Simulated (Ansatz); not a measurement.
Theory: Ansatz 0.2.0, DFT PBE, scalar-relativistic, plane waves, PAW. Cutoff 420 eV, Γ-centred meshes of about 0.25 Å⁻¹ or finer for metals and 0.3 Å⁻¹ for insulators (2π included), Gaussian smearing. No spin polarisation.

All energies are static (0 K, no zero-point motion).

Two forms of Al₂Cu were relaxed alike.

A.

Space group P-3m1 (No. 164). a = 2.866 Å, b = 2.866 Å, c = 6.225 Å, α = 90.00°, β = 90.00°, γ = 120.00°
```json
{"atom": "Al", "site": "2d", "symmetry": "3m.", "x": "0.3333", "y": "0.6667", "z": "0.8170"}
{"atom": "Cu", "site": "1b", "symmetry": "-3m.", "x": "0.0000", "y": "0.0000", "z": "0.5000"}
```

B.

Space group P4/mmm (No. 123). a = 2.845 Å, b = 2.845 Å, c = 5.833 Å, α = 90.00°, β = 90.00°, γ = 90.00°
```
atom  site  symmetry       x       y       z
  Al    2h       4mm  0.5000  0.5000  0.7231
  Cu    1a     4/mmm  0.0000  0.0000  0.0000
```

Question: Which would you expect to be lower, and how large is the difference?

Answer: B is lower, by 19 meV/atom. A has Al and Cu ordered on fcc sites, space group P-3m1 (No. 164), 14.8 Å³/atom and no gap on its mesh; B has space group P4/mmm (No. 123), 15.7 Å³/atom and no gap. Counting all near atoms (those within 1.25 times the shortest distance at each site; a plus sign parts nearer from farther groups), A has Al 12, Cu 6+6 and B has Al 9, Cu 8+4. The lower one is the more open, so pressure narrows the difference. In A, Al is surrounded by 3 Cu at 2.58 Å and 9 Al at 2.82–2.87 Å; Cu has 6 Al at 2.58 Å and 6 Cu at 2.87 Å. In B, Al is surrounded by 4 Cu at 2.58 Å, 1 Al at 2.60 Å, 4 Al at 2.84 Å and 1 Al at 3.23 Å; Cu has 8 Al at 2.58 Å and 4 Cu at 2.84 Å. Both come from trial cells of a structure search, whose lowest cell (fluorite type, Fm-3m, 16.1 Å³/atom) lies 75 meV/atom below the lower of the two. The part of the Crystallography Open Database at hand lists Al2Cu in space group No. 140, which no cell shown has.

For metals, differences of a few meV/atom aren't resolved. With atoms moved at random, B came back. A had no clear such test and can be a saddle point. Some types were kept out of the candidates beforehand, so the set may lack a known form.
